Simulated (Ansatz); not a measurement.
# CrCuO2: the cost of one run

Program: Ansatz 0.2.0. Level of theory: DFT PBE+U (U_eff = 3.7 eV on Cr 3d, 4 eV on Cu 3d), scalar-relativistic, plane waves, PAW. These are calculated values, not measurements.

These runs use a low cutoff (300 eV) and a coarse mesh on purpose, to show what cheap settings give: their numbers aren't properties of the material.

## (1) The structure to begin with

Symmetry: R-3m, No. 166, trigonal system. The conventional cell has a = 2.973 Å, b = 2.973 Å, c = 17.100 Å, α = 90.00°, β = 90.00°, γ = 120.00°. Around Cr (site symmetry -3m) lie 6 O at 1.99 Å. Cu (site symmetry -3m) has 2 O at 1.85 Å as nearest neighbours. O (site symmetry 3m) has 1 Cu at 1.85 Å and 3 Cr at 1.99 Å as nearest neighbours.

As a file:

```
CELL_PARAMETERS angstrom
1.48670 0.85835 5.70000
-1.48670 0.85835 5.70000
0.00000 -1.71669 5.70000
ATOMIC_POSITIONS crystal
Cr 0.50000 0.50000 0.50000
Cu 0.00000 0.00000 0.00000
O 0.10792 0.10792 0.10792
O 0.89208 0.89208 0.89208
```

Starting moments: Cr 4.00; Cu 1.00 μB.

## (2) First run, at the start cell

input.yaml

```yaml
crystal:
  lattice:
    - [1.4867, 0.8583466452, 5.7]
    - [-1.4867, 0.8583466452, 5.7]
    - [0.0, -1.7166932904, 5.7]
  atoms:
    - { symbol: Cr, position: [0.5, 0.5, 0.5], spin: 4.0 }
    - { symbol: Cu, position: [0.0, 0.0, 0.0], spin: 1.0 }
    - { symbol: O, position: [0.10792, 0.10792, 0.10792] }
    - { symbol: O, position: [0.89208, 0.89208, 0.89208] }
basis:
  ecutwfc: 300
  ecutrho_ratio: 4
kpoints:
  mp_grid: { grid: [5, 5, 5] }
hamiltonian:
  xc: pbe
  hubbard:
    sites:
      - { species: Cr, l: d, u_eff: 3.7 }
      - { species: Cu, l: d, u_eff: 4.0 }
scf:
  occupations: { method: gaussian, width: 0.05 }
output:
  forces: true
  stress: true
  eigenvalues: true
  populations: true
  hubbard: { sites: [{ species: Cr, l: d }, { species: Cu, l: d }] }
magnetization:
  spin_polarized: true
```

On the command line:

```sh
$ ansatz run input.yaml --threads 2 --pin off --max-ram 5120MiB --backend cpu --events-out ev --progress --plain --runs-dir out
```

Q: Estimate wall time and peak memory on 2 threads of Intel Xeon at 2.50GHz (Skylake/Cascade Lake), shared host.

About 6.5 s, with a peak of 0.38 GiB.
